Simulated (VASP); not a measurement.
# PbSe (Clausthalite) (Fm-3m) in VASP: a series of runs

Aim: see how the results for PbSe (Clausthalite) move with the level of theory and the settings. Levels: revPBE+D3(BJ), r2SCAN+D4. Tasks: single point.

Program: VASP 6.6.1. These are calculated values, not measurements. Logs are shortened: lines on timing, memory, paths and dates and some standing lists are left out, and cuts for length are marked.

**Experimental background.**

A printed reference work, monograph reports, for a bulk crystal of PbSe: band gap 0.28 eV (direct) at 300 K; band gap 0.15 eV (direct) at 4.2 K.

The results are compared with them further down.

## 1. The cell of the first run

The structure is cubic, space group Fm-3m (No. 225). The conventional cell has a = 6.110 Å, b = 6.110 Å, c = 6.110 Å, α = 90.00°, β = 90.00°, γ = 90.00°. Pb (site symmetry m-3m) has 6 Se at 3.06 Å within 4.0 Å. Se (site symmetry m-3m) has 6 Pb at 3.06 Å within 4.0 Å.

## 2. Single point, revPBE+D3(BJ)

File INCAR:

```
SYSTEM = PbSe
PREC     = Accurate       ! precision mode
ENCUT    = 500            ! plane-wave cutoff, eV
EDIFF    = 1E-6           ! SCF threshold, eV
ISMEAR   = 0              ! smearing method
SIGMA    = 0.01           ! smearing width, eV
LREAL    = .False.        ! projectors in reciprocal space
LASPH    = .True.         ! aspherical terms in the spheres
NELM     = 120            ! most SCF steps
ALGO     = Normal         ! electronic algorithm
ISIF     = 2              ! what is computed and relaxed
LWAVE    = .False.        ! write WAVECAR
LCHARG   = .False.        ! write CHGCAR
GGA      = RE             ! functional
IVDW     = 12             ! dispersion correction
NBANDS   = 17             ! bands
GGA_COMPAT= .False.
```

File KPOINTS:

```
regular mesh
0
Gamma
  6 6 6
  0 0 0
```

File POSCAR:

```
PbSe
1.0
    0.0000000000      3.0551468483      3.0551468483
    3.0551468483      0.0000000000      3.0551468483
    3.0551468483      3.0551468483      0.0000000000
Pb Se
1 1
Direct
    0.0000000000      0.0000000000      0.0000000000
    0.5000000000      0.5000000000      0.5000000000
```

Potentials or basis: VASP PAW PBE potentials, release 64 (Pb_d, Se).

Launch:

```bash
$ cat potpaw_PBE.64/Pb_d/POTCAR potpaw_PBE.64/Se/POTCAR > POTCAR
$ mpirun -np 1 vasp_std > vasp.out
```

OUTCAR:

```text
SYSTEM = PbSe
   PREC = Accurate
   ENCUT = 500
   EDIFF = 1E-6
   ISMEAR = 0
   LREAL = .False.
   LASPH = .True.
   NELM = 120
   ISIF = 2
   GGA = RE
   IVDW = 12
 IVDW          = 12

 ion  position               nearest neighbor table
   1  0.000  0.000  0.000-   2 3.06   2 3.06   2 3.06   2 3.06   2 3.06   2 3.06
   2  0.500  0.500  0.500-   1 3.06   1 3.06   1 3.06   1 3.06   1 3.06   1 3.06

  LATTYP: Found a face centered cubic cell.
 ALAT       =     6.1102936966

  Lattice vectors:

 A1 = (   0.0000000000,   3.0551468483,   3.0551468483)
 A2 = (   3.0551468483,   0.0000000000,   3.0551468483)
 A3 = (   3.0551468483,   3.0551468483,   0.0000000000)

Analysis of symmetry for initial positions (statically):
=====================================================================
 Subroutine PRICEL returns:
 Original cell was already a primitive cell.

 Routine SETGRP: Setting up the symmetry group for a
 face centered cubic supercell.

 Subroutine GETGRP returns: Found 48 space group operations
 (whereof 48 operations were pure point group operations)
 out of a pool of 48 trial point group operations.

The static configuration has the point symmetry O_h .

Analysis of symmetry for dynamics (positions and initial velocities):
=====================================================================
 Subroutine PRICEL returns:
 Original cell was already a primitive cell.

 Routine SETGRP: Setting up the symmetry group for a
 face centered cubic supercell.

 Subroutine GETGRP returns: Found 48 space group operations
 (whereof 48 operations were pure point group operations)
 out of a pool of 48 trial point group operations.

The dynamic configuration has the point symmetry O_h .

 Subroutine INISYM returns: Found 48 space group operations
 (whereof 48 operations are pure point group operations),
 and found     1 'primitive' translations

----------------------------------------------------------------------------------------

                                     Primitive cell

  volume of cell :      57.0330

  direct lattice vectors                    reciprocal lattice vectors
     0.000000000  3.055146848  3.055146848    -0.163658254  0.163658254  0.163658254
     3.055146848  0.000000000  3.055146848     0.163658254 -0.163658254  0.163658254
     3.055146848  3.055146848  0.000000000     0.163658254  0.163658254 -0.163658254

  length of vectors
     4.320630108  4.320630108  4.320630108     0.283464412  0.283464412  0.283464412

  position of ions in fractional coordinates (direct lattice)
     0.000000000  0.000000000  0.000000000
     0.500000000  0.500000000  0.500000000

  ion indices of the primitive-cell ions
   primitive index   ion index
                 1           1
                 2           2

----------------------------------------------------------------------------------------

 KPOINTS: regular mesh

Automatic generation of k-mesh.
 Grid dimensions read from file:
 generate k-points for:    6    6    6

 Generating k-lattice:

  Cartesian coordinates                     Fractional coordinates (reciprocal lattice)
    -0.027276376  0.027276376  0.027276376     0.166666667  0.000000000  0.000000000
     0.027276376 -0.027276376  0.027276376     0.000000000  0.166666667  0.000000000
     0.027276376  0.027276376 -0.027276376     0.000000000  0.000000000  0.166666667

  Length of vectors
     0.047244069  0.047244069  0.047244069

  Shift w.r.t. Gamma in fractional coordinates (k-lattice)
     0.000000000  0.000000000  0.000000000

 Subroutine IBZKPT returns following result:
 ===========================================

 Found     16 irreducible k-points:

 Following reciprocal coordinates:
            Coordinates               Weight
  0.000000  0.000000  0.000000      1.000000
  0.166667  0.000000  0.000000      8.000000
  0.333333  0.000000  0.000000      8.000000
  0.500000  0.000000  0.000000      4.000000
  0.166667  0.166667  0.000000      6.000000
  0.333333  0.166667  0.000000     24.000000
[... 8 lines left out ...]
 -0.333333  0.333333  0.166667     24.000000
 -0.333333  0.500000  0.166667     12.000000
   k-points           NKPTS =     16   k-points in BZ     NKDIM =     16   number of bands    NBANDS=     17
   number of dos      NEDOS =    301   number of ions     NIONS =      2
   total plane-waves  NPLWV =  32768
   dimension x,y,z NGX =    32 NGY =   32 NGZ =   32
   dimension x,y,z NGXF=    64 NGYF=   64 NGZF=   64
   ions per type =               1   1
   NGX,Y,Z   is equivalent  to a cutoff of  12.31, 12.31, 12.31 a.u.
   NGXF,Y,Z  is equivalent  to a cutoff of  24.63, 24.63, 24.63 a.u.
 SYSTEM =  PbSe
   PREC   = accura    normal or accurate (medium, high low for compatibility)
   ISTART =      0    job   : 0-new  1-cont  2-samecut
   ICHARG =      2    charge: 1-file 2-atom 10-const
   ISPIN  =      1    spin polarized calculation?
   LNONCOLLINEAR =      F non collinear calculations
   LSORBIT =      F    spin-orbit coupling
   LASPH  =      T    aspherical Exc in radial PAW
   ENCUT  =  500.0 eV  36.75 Ry    6.06 a.u.   7.88  7.88  7.88*2*pi/ulx,y,z
   NELM   =    120;   NELMIN=  2; NELMDL= -5     # of ELM steps
   EDIFF  = 0.1E-05   stopping-criterion for ELM
   LREAL  =      F    real-space projection
   EDIFFG = 0.1E-04   stopping-criterion for IOM
   NSW    =      0    number of steps for IOM
   IBRION =     -1    ionic relax: 0-MD 1-quasi-New 2-CG
   NFREE  =      0    steps in history (QN), initial steepest desc. (CG)
   ISIF   =      2    stress and relaxation
   ISYM   =      2    0-nonsym 1-usesym 2-fastsym
   POTIM  = 0.5000    time-step for ionic-motion
   TEBEG  =    0.0;   TEEND  =   0.0 temperature during run
   PSTRESS=    0.0 pullay stress
   NELECT =      20.0000    total number of electrons
   NUPDOWN=      -1.0000    fix difference up-down
   EMIN   =  10.00;   EMAX   =-10.00  energy-range for DOS
   EFERMI =   0.00;   METHOD = LEGACY
   ISMEAR =     0;   SIGMA  =   0.01  broadening in eV -4-tet -1-fermi 0-gaus
   EFERMI_NEDOS =   21; number of points for ismear=-14 and -15
   IALGO  =     38    algorithm
   IMIX   =      4    mixing-type and parameters
     AMIX     =   0.40;   BMIX     =  1.00
     AMIX_MAG =   1.60;   BMIX_MAG =  1.00
  volume/ion in A,a.u.               =      28.52       192.44
  Fermi-wavevector in a.u.,A,eV,Ry     =   1.154453  2.181599 18.133309  1.332761
  Thomas-Fermi vector in A             =   2.291089
   LORBIT       =      0    0 simple, 1 ext, 2 COOP (PROOUT), +10 PAW based schemes
   GGA     = RE    functional components
   LHFCALC =     F    Hartree Fock is set to
   AEXX    =    0.0000 exact exchange contribution
   IVDW    =    12    specifies the selected vdW correction
   LEPSILON=     F    determine dielectric tensor
   LRPA    =     F    only Hartree local field effects (RPA)
 non-spin polarized calculation
 Gauss-broadening in eV      SIGMA  =   0.01
  energy-cutoff  :      500.00
  volume of cell :       57.03
 maximum number of plane-waves:      1464
   NGX = 15   NGY = 15   NGZ = 15

 number of electron      20.0000002 magnetization

 Free energy of the ion-electron system (eV)
  ---------------------------------------------------
  ext. energy  EPLUGINS =         0.00000000
  ---------------------------------------------------
  free energy    TOTEN  =        -7.55452849 eV

  energy without entropy =       -7.55452849  energy(sigma->0) =       -7.55452849

 E-fermi :   5.3446     XC(G=0):  -9.4498

 val. band max:        5.2312366063   @ k =   0.5000   0.0000   0.0000
 cond. band min:       5.5658996946   @ k =   0.5000   0.0000   0.0000
 fundamental gap:      0.3346630883
 Fermi energy:         5.3445628259

 k-point     1 :       0.0000    0.0000    0.0000
  band No.  band energies     occupation
      1     -11.6728      2.00000
      2     -11.6728      2.00000
      3     -11.6728      2.00000
      4     -11.6661      2.00000
      5     -11.6661      2.00000
      6      -8.4002      2.00000
[... 9 lines left out ...]
     16      11.7540      0.00000
     17      13.4837      0.00000

 k-point     2 :       0.1667    0.0000    0.0000
  band No.  band energies     occupation
      1     -11.6741      2.00000
      2     -11.6741      2.00000
      3     -11.6718      2.00000
      4     -11.6628      2.00000
      5     -11.6628      2.00000
      6      -8.1912      2.00000
[... 9 lines left out ...]
     16      12.3335      0.00000
     17      15.2104      0.00000

 k-point     3 :       0.3333    0.0000    0.0000
  band No.  band energies     occupation
      1     -11.6860      2.00000
      2     -11.6860      2.00000
      3     -11.6703      2.00000
      4     -11.6466      2.00000
      5     -11.6466      2.00000
      6      -7.6719      2.00000
[... 9 lines left out ...]
     16      13.7853      0.00000
     17      17.1511      0.00000

 k-point     4 :       0.5000    0.0000    0.0000
  band No.  band energies     occupation
      1     -11.6921      2.00000
      2     -11.6921      2.00000
      3     -11.6698      2.00000
      4     -11.6384      2.00000
      5     -11.6384      2.00000
      6      -7.3223      2.00000
[... 9 lines left out ...]
     16      15.3745      0.00000
     17      15.4490      0.00000

 k-point     5 :       0.1667    0.1667    0.0000
  band No.  band energies     occupation
      1     -11.6858      2.00000
      2     -11.6773      2.00000
      3     -11.6620      2.00000
      4     -11.6620      2.00000
      5     -11.6613      2.00000
      6      -8.1163      2.00000
[... 9 lines left out ...]
     16      13.3800      0.00000
     17      14.2704      0.00000

 k-point     6 :       0.3333    0.1667    0.0000
  band No.  band energies     occupation
      1     -11.7073      2.00000
      2     -11.6760      2.00000
      3     -11.6692      2.00000
      4     -11.6523      2.00000
      5     -11.6441      2.00000
      6      -7.6874      2.00000
[... 9 lines left out ...]
     16      14.6910      0.00000
     17      16.1851      0.00000

 k-point     7 :       0.5000    0.1667    0.0000
  band No.  band energies     occupation
      1     -11.7147      2.00000
      2     -11.6800      2.00000
      3     -11.6674      2.00000
      4     -11.6476      2.00000
      5     -11.6366      2.00000
      6      -7.2378      2.00000
[... 9 lines left out ...]
     16      15.6163      0.00000
     17      15.9923      0.00000

 k-point     8 :      -0.3333    0.1667    0.0000
  band No.  band energies     occupation
      1     -11.7021      2.00000
      2     -11.6843      2.00000
      3     -11.6647      2.00000
      4     -11.6468      2.00000
      5     -11.6459      2.00000
      6      -7.3592      2.00000
[... 9 lines left out ...]
     16      14.9782      0.00000
     17      16.3261      0.00000
[... 43 lines left out ...]
      1     -11.7678      2.00000
      2     -11.6822      2.00000
      3     -11.6568      2.00000
      4     -11.6364      2.00000
      5     -11.6320      2.00000
      6      -7.0511      2.00000
[... 9 lines left out ...]
     16      16.4196      0.00000
     17      17.1605      0.00000

 k-point    12 :      -0.3333    0.3333    0.0000
  band No.  band energies     occupation
      1     -11.7421      2.00000
      2     -11.6701      2.00000
      3     -11.6653      2.00000
      4     -11.6479      2.00000
      5     -11.6383      2.00000
      6      -7.0242      2.00000
[... 9 lines left out ...]
     16      14.7797      0.00000
     17      16.7967      0.00000

 k-point    13 :       0.5000    0.5000    0.0000
  band No.  band energies     occupation
      1     -11.7952      2.00000
      2     -11.6909      2.00000
      3     -11.6469      2.00000
      4     -11.6278      2.00000
      5     -11.6278      2.00000
      6      -6.9471      2.00000
[... 9 lines left out ...]
     16      16.9657      0.00000
     17      17.8509      0.00000

 k-point    14 :       0.5000    0.3333    0.1667
  band No.  band energies     occupation
      1     -11.7320      2.00000
      2     -11.6730      2.00000
      3     -11.6699      2.00000
      4     -11.6439      2.00000
      5     -11.6400      2.00000
      6      -7.2710      2.00000
[... 9 lines left out ...]
     16      15.5045      0.00000
     17      15.8475      0.00000

 k-point    15 :      -0.3333    0.3333    0.1667
  band No.  band energies     occupation
      1     -11.7411      2.00000
      2     -11.6736      2.00000
      3     -11.6592      2.00000
      4     -11.6564      2.00000
      5     -11.6333      2.00000
      6      -7.0239      2.00000
[... 9 lines left out ...]
     16      16.6147      0.00000
     17      16.7194      0.00000

 k-point    16 :      -0.3333    0.5000    0.1667
  band No.  band energies     occupation
      1     -11.7691      2.00000
      2     -11.6758      2.00000
      3     -11.6604      2.00000
      4     -11.6443      2.00000
      5     -11.6278      2.00000
      6      -6.9248      2.00000
[... 9 lines left out ...]
     16      16.9253      0.00000
     17      17.8626      0.00000

------------------------ aborting loop because EDIFF is reached ----------------------------------------

 Edisp (eV)   -1.37683

 E8    (eV) :    -0.9891

  FORCE on cell =-STRESS in cart. coord.  units (eV):
  Direction    XX          YY          ZZ          XY          YZ          ZX
  --------------------------------------------------------------------------------------
  -------------------------------------------------------------------------------------
  Total      -0.00742    -0.00742    -0.00742     0.00000     0.00000     0.00000
  in kB      -0.20857    -0.20857    -0.20857     0.00000     0.00000     0.00000
  external pressure =       -0.21 kB  Pullay stress =        0.00 kB

 VOLUME and BASIS-vectors are now :
 -----------------------------------------------------------------------------
  energy-cutoff  :      500.00
  volume of cell :       57.03
      direct lattice vectors                 reciprocal lattice vectors
     0.000000000  3.055146848  3.055146848    -0.163658254  0.163658254  0.163658254
     3.055146848  0.000000000  3.055146848     0.163658254 -0.163658254  0.163658254
     3.055146848  3.055146848  0.000000000     0.163658254  0.163658254 -0.163658254

 POSITION                                       TOTAL-FORCE (eV/Angst)
 -----------------------------------------------------------------------------------
      0.00000      0.00000      0.00000         0.000000     -0.000000     -0.000000
      3.05515      3.05515      3.05515         0.000000      0.000000      0.000000
 -----------------------------------------------------------------------------------
    total drift:                                0.000000     -0.000000     -0.000000

  FREE ENERGIE OF THE ION-ELECTRON SYSTEM (eV)
  ---------------------------------------------------
  free  energy   TOTEN  =        -8.9313563502 eV

  energy  without entropy=       -8.9313563502  energy(sigma->0) =       -8.93135635
```

Run time: 8.5 s. Hardware: 1 thread of Intel Xeon Platinum 8559C (Emerald Rapids), shared host; peak memory 0.18 GiB.

Results:

```yaml
Free_energy: -8.9314 eV
Pressure: 0.0 GPa
Band_gap_on_the_k_mesh: 0.33 eV, direct
Dispersion_energy_per_atom: -0.688 eV
```

Caveat: the PAW data sets were made with another functional, which shifts forces and pressure a little; spin-orbit coupling is left out, which moves the levels of the heavy elements.

## 3. Single point, r2SCAN+D4

This run uses another cell than the first one, of 29.10 Å³/atom, 1.021 times its volume.

File POSCAR:

```
PbSe
1.0
    0.0000000000      3.0758846016      3.0758846016
    3.0758846016      0.0000000000      3.0758846016
    3.0758846016      3.0758846016      0.0000000000
Pb Se
1 1
Direct
    0.0000000000      0.0000000000      0.0000000000
    0.5000000000      0.5000000000      0.5000000000
```

File INCAR.step1:

```
PREC = Accurate
ENCUT = 550
ISMEAR = 0
SIGMA = 0.01
LREAL = F
LASPH = T
NELM = 120
NBANDS = 17
GGA = PE
ALGO = Normal
EDIFF = 1E-5
LWAVE = T
LCHARG = F
GGA_COMPAT = F
```

File INCAR.step2:

```
PREC = Accurate
ENCUT = 550
EDIFF = 1E-6
ISMEAR = 0
SIGMA = 0.01
LREAL = F
LASPH = T
NELM = 120
ALGO = Normal
ISIF = 2
LWAVE = F
LCHARG = F
METAGGA = R2SCAN
LMIXTAU = T
IVDW = 13
VDW_S6 = 1.0
VDW_S8 = 0.6018749
VDW_A1 = 0.51559235
VDW_A2 = 5.77342911
NBANDS = 17
ISTART = 1
GGA_COMPAT = F
```

File KPOINTS:

```
regular mesh
0
Gamma
  6 6 6
```

Potentials or basis: VASP PAW PBE potentials, release 64 (Pb_d, Se).

Launch:

```bash
$ cat potpaw_PBE.64/Pb_d/POTCAR potpaw_PBE.64/Se/POTCAR > POTCAR
$ cp INCAR.step1 INCAR
$ mpirun -np 1 vasp_std > vasp.out
$ cp INCAR.step2 INCAR
$ mpirun -np 1 vasp_std > vasp.out
```

Run time: 44 s. Hardware: 1 thread of Intel Xeon Platinum 8559C (Emerald Rapids), shared host; peak memory 0.21 GiB.

It converged, with:

- Free energy: -72.2053 eV
- Pressure: 0.0 GPa
- Band gap on the k mesh: 0.63 eV, direct
- Dispersion energy per atom: -0.133 eV

Levels at points of the mesh, in eV from the valence-band top:
```tsv
k point	band 6	band 7	band 8	band 9	band 10	band 11	band 12	band 13	band 14	band 15
(0.00, 0.00, 0.00)	-14.01	-6.37	-1.95	-1.95	-1.95	5.02	5.02	5.02	7.00	7.00
(0.50, 0.00, 0.00)	-12.94	-8.97	-1.54	-1.54	0.00	0.63	1.96	1.96	9.08	10.65
(0.50, 0.50, 0.00)	-12.57	-7.51	-5.01	-3.28	-3.28	4.10	5.95	5.95	6.42	11.81
```

Caveat: the PAW data sets were made with another functional, which shifts forces and pressure a little; spin-orbit coupling is left out, which moves the levels of the heavy elements.

## 4. How close it comes

Step 2. Measured gap of PbSe: 0.28 eV (direct; 300 K; a printed reference work, monograph). This calculation gives 0.33 eV (+0.05 eV). 2 values of this kind are on record (0.15 to 0.28 eV); this one was drawn at random. Spin-orbit coupling on Pb, Se is left out. The value is that of revPBE+D3(BJ) on a finite k mesh, which can miss the band edges, without temperature or zero-point motion.

Step 3. Against the measured gap of PbSe, 0.15 eV (direct; 4.2 K; a printed reference work, monograph), the calculated 0.63 eV is off by +0.48 eV. 2 values of this kind are on record (0.15 to 0.28 eV); this one was drawn at random. Spin-orbit coupling on Pb, Se is left out. The value is that of r2SCAN+D4 on a finite k mesh, which can miss the band edges, without temperature or zero-point motion.
